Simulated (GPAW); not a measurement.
C:

```
C
1.0
     2.52210    0.00000    0.00000
    -1.26105    2.18420    0.00000
     0.00000    0.00000    8.23710
C
8
Direct
  0.66667 0.33333 0.84375
  0.33333 0.66667 0.34375
  0.66667 0.33333 0.65625
  0.33333 0.66667 0.15625
  0.00000 0.00000 0.90625
  0.00000 0.00000 0.40625
  0.00000 0.00000 0.59375
  0.00000 0.00000 0.09375
```

This is a hexagonal form of diamond, not graphite.

Base run:

* Program: GPAW 26.7.0
* Functional: PBEsol
* Potentials or basis: PAW data sets generated in the run's folder for this functional
* Cutoff: 800 eV
* Basis: pw
* k mesh: 8 × 8 × 2
* Occupations: fermi-dirac, width 0.05 eV
* Spin: no spin polarisation

Its results: band gap on the k mesh 4.30 eV, indirect (least direct gap 5.13 eV).

The run is repeated on the same cell with these changes: functional from PBEsol to TB-mBJ; potentials or basis from PAW data sets generated in the run's folder for this functional to GPAW PAW data sets for LDA (gpaw-data 1.2.1). What comes out?

Band gap on the k mesh 5.24 eV, indirect (least direct gap 6.20 eV).

Caveats: a model potential gives levels but no total energy (some runs).

A k mesh can miss the band edges.
